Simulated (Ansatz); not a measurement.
H2 on a (100) slab of Ti (P6_3/mmc (No. 194)), 6 planes, outer planes Ti (top) and Ti (bottom), 1 a cell of 52.8 Å², relaxed and still whole (its atoms last):

```xyz
26
Lattice="5.7729 0.0000 0.0000 0.0000 9.1482 0.0000 0.0000 0.0000 23.8328" Properties=species:S:1:pos:R:3 pbc="T T T"
Ti    2.8865    3.4306    8.0000
Ti    2.8865    8.0046    8.0000
Ti    0.0000    3.4306    8.0000
Ti    0.0000    8.0046    8.0000
Ti    4.3297    1.1435    8.8333
Ti    4.3297    5.7176    8.8333
Ti    1.4432    1.1435    8.8333
Ti    1.4432    5.7176    8.8333
Ti    4.3297    3.4306   10.4998
Ti    4.3297    8.0046   10.4998
Ti    1.4432    3.4306   10.4998
Ti    1.4432    8.0046   10.4998
Ti   -0.0205    1.1440   11.3013
Ti    0.0014    5.7176   11.3873
Ti    2.9067    1.1431   11.3016
Ti    2.8845    5.7172   11.3865
Ti   -0.0188    3.4105   12.9444
Ti   -0.0175    8.0238   12.9438
Ti    2.9059    3.4104   12.9443
Ti    2.9059    8.0241   12.9443
Ti    1.4397    1.1428   13.7154
Ti    1.4438    5.7147   13.7602
Ti    4.3299    1.1400   13.8592
Ti    4.3293    5.7168   13.7978
H     1.8458    1.1349   15.5956
H     0.9996    1.1360   15.5874
```

Computed with DFT PBE+D3(BJ), scalar-relativistic, plane waves, PAW (Ansatz). Settings: cutoff 420 eV, Γ-centred mesh 3×2×1 on the computed 26-atom cell, Gaussian smearing of 0.10 eV; no spin polarisation. A dipole correction removes the field between periodic images along c.

It binds with 0.54 eV a molecule against the clean slab and the free molecule (no zero-point or thermal terms); its shortest contact is H–Ti 1.92 Å. Take first-order desorption with no barrier to adsorption, no reaction on the face and an assumed prefactor of 10^13 s⁻¹.

(1) How long does a molecule stay at 473 K?

(2) Where does its peak lie in a desorption experiment heated at 1 K/s?

(3) Is this physisorption or chemisorption?

Results:

(1) τ = ν⁻¹·exp(E/k_BT) with k_BT = 0.0408 eV: E/k_BT = 13.2, so τ ≈ 6×10^-8 s. At about one hit a site a second (10⁻⁶ mbar) the coverage is near τ × 1 s⁻¹, so a layer needs roughly 2×10^1 mbar.

(2) The peak obeys E/(k_B·T_p²) = (ν/β)·exp(−E/k_BT_p). Solving gives T_p ≈ 197 K (E/k_BT_p = 31.8). An error of 0.1 eV in E moves it by about 37 K, and larger molecules have larger prefactors, which lowers it.

(3) The tightest contact, H–Ti 1.92 Å, is 1.01 times the sum of covalent radii, and deformation and lateral interaction add up to +0.17 eV. This is chemisorption.

Cost: 6 runs of about 26 core-minutes in all, on Intel Xeon 6975P-C (Granite Rapids) (shared hosts).